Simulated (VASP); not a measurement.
Wanted: the native input for a VASP 6.6.1 run.

```
Task                   : single point
Functional             : PBEsol
Potentials or basis    : VASP PAW PBE potentials, release 64 (Os)
Cutoff                 : 520 eV
k mesh                 : 6 × 6 × 4
Occupations            : gaussian, width 0.1 eV
Spin                   : no spin polarisation
Dipole correction      : no
Further INCAR settings : ALGO = Normal; EDIFF = 1e-06; NBANDS = 19
```

The structure of Os lies in POSCAR:

```
Os
1.0
    3.5303613409      0.0000000000      0.0000000000
   -1.7651806705      3.0573826058      0.0000000000
    0.0000000000      0.0000000000      4.0053131196
Os
3
Direct
    0.2254000000      0.0000000000      0.3333333333
    0.0000000000      0.2254000000      0.6666666667
    0.7746000000      0.7746000000      0.0000000000
```

The cell was built by a generator and needn't be a form met in nature.

The input as run:

INCAR

```
PREC = Accurate
ENCUT = 520
EDIFF = 1E-6
ISMEAR = 0
SIGMA = 0.1
LREAL = F
LASPH = T
NELM = 100
ALGO = Normal
ISIF = 2
LWAVE = F
LCHARG = T
GGA = PS
LELF = T
LVHAR = T
NBANDS = 19
```

KPOINTS

```
regular mesh
0
Gamma
  6 6 4
```

Potentials or basis: VASP PAW PBE potentials, release 64 (Os).

The run is started by

```bash
$ cat potpaw_PBE.64/Os/POTCAR > POTCAR
$ mpirun -np 1 vasp_std > vasp.out
```

It gave:

```json
{
 "Pressure": "162.5 GPa",
 "Largest force": "25.485 eV/Å",
 "Band gap on the k mesh": "none (metal or under the smearing width)"
}
```

Caveat: the k mesh is coarse (spacing up to 0.39 Å⁻¹), so the values aren't converged; a pressure of tens of GPa on the cell as given is suspect, and the run, the potentials or the cell itself is likely at fault; the PAW data sets were made with another functional, which shifts forces and pressure a little.

It took 12 s on 1 thread of Intel(R) Xeon(R) Platinum 8488C (Sapphire Rapids), with other jobs on the host, peak memory 0.16 GiB.
